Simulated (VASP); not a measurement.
Ga11As12 (a cell with a defect), 23 atoms in the cell. The cell holds a defect, 23 atoms: a = 11.993 Å, b = 7.996 Å, c = 7.996 Å, α = 60.00°, β = 60.00°, γ = 60.00°. 

```yaml
Program: VASP 6.6.1
Task: single point
Functional: PBEsol
Potentials_or_basis: VASP PAW PBE potentials, release 64 (Ga_d, As)
Cutoff: 350 eV
k_mesh: 2 × 2 × 2
Occupations: gaussian, width 0.03 eV
Spin: collinear spin, ferromagnetic start
Starting_moments: "[0.0, 0.0, 0.0, 0.0, 0.0, 0.0, 0.0, 0.0, 0.0, 0.0, 0.0, 0.5, 0.5, 0.5, 0.0, 0.0, 0.0, 0.0, 0.0, 0.5, 0.0, 0.0, 0.0] μB"
Fixed_moment: 2 μB
Dq: -1
Further_INCAR_settings: LREAL = Auto; ALGO = Normal; EDIFF = 1e-05; NELECT = 204.0
```

Potentials or basis: VASP PAW PBE potentials, release 64 (Ga_d, As).

Run with:

```bash
$ cat potpaw_PBE.64/Ga_d/POTCAR potpaw_PBE.64/As/POTCAR > POTCAR
$ mpirun -np 4 vasp_std > vasp.out
```

Hardware: 4 MPI ranks on Intel(R) Xeon(R) Platinum 8488C (Sapphire Rapids), with other jobs on the host.

**Question.** Estimate the wall time of this run.

**Answer.** Run time: 4 min on 4 MPI ranks on Intel(R) Xeon(R) Platinum 8488C (Sapphire Rapids) (shared host), peak memory 0.47 GiB a rank. Counts: scf iterations 14, k points 6.
